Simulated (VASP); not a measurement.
A run of VASP 6.6.1:

File INCAR:

```
SYSTEM = Al
ALGO = Normal
EDIFF = 1E-6
ENCUT = 520
GGA = PE
ISIF = 2
ISMEAR = -1
LASPH = .TRUE.
LCHARG = .FALSE.
LREAL = Auto
LWAVE = .FALSE.
NBANDS = 44
NELM = 80
PREC = Accurate
SIGMA = 0.1
```

Contents of KPOINTS:

```
k-points
0
G
  2 2 1
  0 0 0
```

Contents of POSCAR:

```
Al
1.0
    5.7275650000      0.0000000000      0.0000000000
    4.2956740000      7.4403250000      0.0000000000
    0.0000000000      0.0000000000     15.6765370000
Al
19
Direct
    0.1666667000      0.1111111000      0.0637896000
    0.6666667000      0.1111111000      0.0637896000
    0.1666667000      0.4444444000      0.0637896000
    0.6666667000      0.4444444000      0.0637896000
    0.1666667000      0.7777778000      0.0637896000
    0.6666667000      0.7777778000      0.0637896000
   -0.1680637590      0.2198481790      0.2177395705
    0.3402555733      0.2177941361      0.2187143515
   -0.1587211033      0.5482952102      0.2183676328
    0.3358341744      0.5484598756      0.2193930747
   -0.1635859012      0.8833799500      0.2175472032
    0.3395032771      0.8820515157      0.2194809200
    0.0126121356     -0.0045735371      0.3689095267
    0.4938266953     -0.0036033981      0.3716649539
    0.0076254917      0.3224095195      0.3700759470
    0.5069192142      0.3238053153      0.3710384217
    0.0173814103      0.6428687570      0.3729546601
    0.5066544133      0.6522997325      0.3783375172
    0.8486844241      0.8761195283      0.5020668923
```

Potentials or basis: VASP PAW PBE potentials, release 64 (Al).

Run with:

```bash
$ cat potpaw_PBE.64/Al/POTCAR > POTCAR
$ mpirun -np 1 vasp_std > vasp.out
```

Hardware: 1 thread of AMD EPYC 7R43 64-Core Processor (Zen 3), with other jobs on the host.

Q: Estimate the wall time of this run.

A: Run time: 5.7 min on 1 thread of AMD EPYC 7R43 64-Core Processor (Zen 3) (shared host), peak memory 0.61 GiB. Counts: scf iterations 19, k points 4.
